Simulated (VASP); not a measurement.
# FK in VASP: reference runs

Reference runs on FK: the cell as given.

Program: VASP 6.6.1. These are calculated values, not measurements. Logs are shortened: lines on timing, memory, paths and dates and some standing lists are left out, and cuts for length are marked.

**1. The molecule as given**

The cell holds a molecule in a box, 2 atoms: a = 11.000 Å, b = 10.000 Å, c = 10.000 Å, α = 90.00°, β = 90.00°, γ = 90.00°.

**2. Single point, PBE**

Contents of INCAR:

```
  PREC = Accurate
  ENCUT = 520
  EDIFF = 1E-7
  ISMEAR = 0
  SIGMA = 0.01
  LREAL = False
  LASPH = True
  NELM = 100
  ALGO = Normal
  ISIF = 2
  LWAVE = False
  LCHARG = False
  GGA = PE
  NBANDS = 15
```

Contents of KPOINTS:

```
Automatic mesh
0
Gamma
  1 1 1
```

Contents of POSCAR:

```
KF
1.0
   11.0000000000      0.0000000000      0.0000000000
    0.0000000000     10.0000000000      0.0000000000
    0.0000000000      0.0000000000     10.0000000000
F K
1 1
Direct
    0.5858500000      0.4688700000      0.5502350000
    0.4165136400      0.5353300000      0.4565650000
```

Potentials or basis: VASP PAW PBE potentials, release 64 (F, K_sv).

The run is started by

```
> cat potpaw_PBE.64/F/POTCAR potpaw_PBE.64/K_sv/POTCAR > POTCAR
> mpirun -np 1 vasp_gam > vasp.out
```

OUTCAR:

```text
PREC = Accurate
   ENCUT = 520
   EDIFF = 1E-7
   ISMEAR = 0
   LREAL = False
   LASPH = True
   NELM = 100
   ISIF = 2
   GGA = PE

 ion  position               nearest neighbor table
   1  0.586  0.469  0.550-   2 2.19
   2  0.417  0.535  0.457-   1 2.19

  LATTYP: Found a simple tetragonal cell.
 ALAT       =    10.0000000000
 C/A-ratio  =     1.1000000000

  Lattice vectors:

 A1 = (   0.0000000000,  10.0000000000,   0.0000000000)
 A2 = (   0.0000000000,   0.0000000000,  10.0000000000)
 A3 = (  11.0000000000,   0.0000000000,   0.0000000000)

Analysis of symmetry for initial positions (statically):
=====================================================================
 Subroutine PRICEL returns:
 Original cell was already a primitive cell.

 Routine SETGRP: Setting up the symmetry group for a
 simple tetragonal supercell.

 Subroutine GETGRP returns: Found  1 space group operations
 (whereof  1 operations were pure point group operations)
 out of a pool of 16 trial point group operations.

The static configuration has the point symmetry C_1 .

Analysis of symmetry for dynamics (positions and initial velocities):
=====================================================================
 Subroutine PRICEL returns:
 Original cell was already a primitive cell.

 Routine SETGRP: Setting up the symmetry group for a
 simple tetragonal supercell.

 Subroutine GETGRP returns: Found  1 space group operations
 (whereof  1 operations were pure point group operations)
 out of a pool of 16 trial point group operations.

The dynamic configuration has the point symmetry C_1 .

 Subroutine INISYM returns: Found  1 space group operations
 (whereof  1 operations are pure point group operations),
 and found     1 'primitive' translations

----------------------------------------------------------------------------------------

                                     Primitive cell

  volume of cell :    1100.0000

  direct lattice vectors                    reciprocal lattice vectors
    11.000000000  0.000000000  0.000000000     0.090909091  0.000000000  0.000000000
     0.000000000 10.000000000  0.000000000     0.000000000  0.100000000  0.000000000
     0.000000000  0.000000000 10.000000000     0.000000000  0.000000000  0.100000000

  length of vectors
    11.000000000 10.000000000 10.000000000     0.090909091  0.100000000  0.100000000

  position of ions in fractional coordinates (direct lattice)
     0.585850000  0.468870000  0.550235000
     0.416513640  0.535330000  0.456565000

  ion indices of the primitive-cell ions
   primitive index   ion index
                 1           1
                 2           2

----------------------------------------------------------------------------------------

 KPOINTS: Automatic mesh

Automatic generation of k-mesh.
 Grid dimensions read from file:
 generate k-points for:    1    1    1

 Generating k-lattice:

  Cartesian coordinates                     Fractional coordinates (reciprocal lattice)
     0.090909091  0.000000000  0.000000000     1.000000000  0.000000000  0.000000000
     0.000000000  0.100000000  0.000000000     0.000000000  1.000000000  0.000000000
     0.000000000  0.000000000  0.100000000     0.000000000  0.000000000  1.000000000

  Length of vectors
     0.090909091  0.100000000  0.100000000

  Shift w.r.t. Gamma in fractional coordinates (k-lattice)
     0.000000000  0.000000000  0.000000000

 Subroutine IBZKPT returns following result:
 ===========================================

 Found      1 irreducible k-points:

 Following reciprocal coordinates:
            Coordinates               Weight
  0.000000  0.000000  0.000000      1.000000
   k-points           NKPTS =      1   k-points in BZ     NKDIM =      1   number of bands    NBANDS=     15
   number of dos      NEDOS =    301   number of ions     NIONS =      2
   total plane-waves  NPLWV = 537600
   dimension x,y,z NGX =    84 NGY =   80 NGZ =   80
   dimension x,y,z NGXF=   168 NGYF=  160 NGZF=  160
   ions per type =               1   1
   NGX,Y,Z   is equivalent  to a cutoff of  12.70, 13.30, 13.30 a.u.
   NGXF,Y,Z  is equivalent  to a cutoff of  25.39, 26.60, 26.60 a.u.
 SYSTEM =  unknown system
   PREC   = accura    normal or accurate (medium, high low for compatibility)
   ISTART =      0    job   : 0-new  1-cont  2-samecut
   ICHARG =      2    charge: 1-file 2-atom 10-const
   ISPIN  =      1    spin polarized calculation?
   LNONCOLLINEAR =      F non collinear calculations
   LSORBIT =      F    spin-orbit coupling
   LASPH  =      T    aspherical Exc in radial PAW
   ENCUT  =  520.0 eV  38.22 Ry    6.18 a.u.  20.45 18.59 18.59*2*pi/ulx,y,z
   NELM   =    100;   NELMIN=  2; NELMDL= -5     # of ELM steps
   EDIFF  = 0.1E-06   stopping-criterion for ELM
   LREAL  =      F    real-space projection
   EDIFFG = 0.1E-05   stopping-criterion for IOM
   NSW    =      0    number of steps for IOM
   IBRION =     -1    ionic relax: 0-MD 1-quasi-New 2-CG
   NFREE  =      0    steps in history (QN), initial steepest desc. (CG)
   ISIF   =      2    stress and relaxation
   ISYM   =      2    0-nonsym 1-usesym 2-fastsym
   POTIM  = 0.5000    time-step for ionic-motion
   TEBEG  =    0.0;   TEEND  =   0.0 temperature during run
   PSTRESS=    0.0 pullay stress
   NELECT =      16.0000    total number of electrons
   NUPDOWN=      -1.0000    fix difference up-down
   EMIN   =  10.00;   EMAX   =-10.00  energy-range for DOS
   EFERMI =   0.00;   METHOD = LEGACY
   ISMEAR =     0;   SIGMA  =   0.01  broadening in eV -4-tet -1-fermi 0-gaus
   EFERMI_NEDOS =   21; number of points for ismear=-14 and -15
   IALGO  =     38    algorithm
   IMIX   =      4    mixing-type and parameters
     AMIX     =   0.40;   BMIX     =  1.00
     AMIX_MAG =   1.60;   BMIX_MAG =  1.00
  volume/ion in A,a.u.               =     550.00      3711.58
  Fermi-wavevector in a.u.,A,eV,Ry     =   0.399623  0.755178  2.172832  0.159699
  Thomas-Fermi vector in A             =   1.347967
   LORBIT       =      0    0 simple, 1 ext, 2 COOP (PROOUT), +10 PAW based schemes
   GGA     = PE    functional components
   LHFCALC =     F    Hartree Fock is set to
   AEXX    =    0.0000 exact exchange contribution
   IVDW    =     0    specifies the selected vdW correction
   LEPSILON=     F    determine dielectric tensor
   LRPA    =     F    only Hartree local field effects (RPA)
 non-spin polarized calculation
 Gauss-broadening in eV      SIGMA  =   0.01
  energy-cutoff  :      520.00
  volume of cell :     1100.00
 maximum number of plane-waves:     14859
 NGX is ok and might be reduce to    84
   NGX = 41   NGY = 37   NGZ = 37

 number of electron      16.0000008 magnetization

 Free energy of the ion-electron system (eV)
  ---------------------------------------------------
  ext. energy  EPLUGINS =         0.00000000
  ---------------------------------------------------
  free energy    TOTEN  =        -6.17103223 eV

  energy without entropy =       -6.17103223  energy(sigma->0) =       -6.17103223

 E-fermi :  -4.7012     XC(G=0):  -0.7873

 val. band max:       -4.7652388894   @ k =   0.0000   0.0000   0.0000
 cond. band min:      -1.2895264126   @ k =   0.0000   0.0000   0.0000
 fundamental gap:      3.4757124768
 Fermi energy:        -4.7011895546

 k-point     1 :       0.0000    0.0000    0.0000
  band No.  band energies     occupation
      1     -34.2541      2.00000
      2     -23.2818      2.00000
      3     -17.8344      2.00000
      4     -17.8334      2.00000
      5     -17.4408      2.00000
      6      -4.7772      2.00000
      7      -4.7662      2.00000
      8      -4.7652      2.00000
      9      -1.2895      0.00000
     10       0.4520      0.00000
     11       0.4796      0.00000
     12       0.4988      0.00000
     13       0.6416      0.00000
     14       0.9969      0.00000
     15       1.1174      0.00000

------------------------ aborting loop because EDIFF is reached ----------------------------------------

  FORCE on cell =-STRESS in cart. coord.  units (eV):
  Direction    XX          YY          ZZ          XY          YZ          ZX
  --------------------------------------------------------------------------------------
  -------------------------------------------------------------------------------------
  Total       -0.2644102     -0.0214558     -0.0517896     -0.0238354     -0.0157219      0.0344888
  in kB       -0.3851201     -0.0312509     -0.0754329     -0.0347168     -0.0228993      0.0502338
  external PRESSURE =      -0.1639346 kB  Pullay stress =       0.0000000 kB

 VOLUME and BASIS-vectors are now :
 -----------------------------------------------------------------------------
  energy-cutoff  :      520.00
  volume of cell :     1100.00
      direct lattice vectors                 reciprocal lattice vectors
    11.000000000  0.000000000  0.000000000     0.090909091  0.000000000  0.000000000
     0.000000000 10.000000000  0.000000000     0.000000000  0.100000000  0.000000000
     0.000000000  0.000000000 10.000000000     0.000000000  0.000000000  0.100000000

 POSITION                                       TOTAL-FORCE (eV/Angst)
 -----------------------------------------------------------------------------------
      6.44435      4.68870      5.50235        -0.005653     -0.004964      0.007545
      4.58165      5.35330      4.56565         0.005653      0.004964     -0.007545
 -----------------------------------------------------------------------------------
    total drift:                                0.000594     -0.000119     -0.000061

  FREE ENERGIE OF THE ION-ELECTRON SYSTEM (eV)
  ---------------------------------------------------
  free  energy   TOTEN  =        -6.1710322337 eV

  energy  without entropy=       -6.1710322337  energy(sigma->0) =       -6.17103223
```

Run time: 2.8 min. Hardware: 1 thread of Intel Xeon Platinum 8375C at 2.90GHz (Ice Lake), shared host; peak memory 0.91 GiB.

What came out:

* Free energy: -6.1710 eV
* Largest force: 0.011 eV/Å
* Gap between the frontier levels: 3.48 eV

Forces on the atoms (eV/Å):
```
F   -0.006 -0.005  0.008
K    0.006  0.005 -0.008
```

Levels at points of the mesh, in eV from the valence-band top:
```
           k point  band 5  band 6  band 7  band 8  band 9  band 10  band 11  band 12
(0.00, 0.00, 0.00)  -12.68   -0.01    0.00    0.00    3.48     5.22     5.24     5.26
```
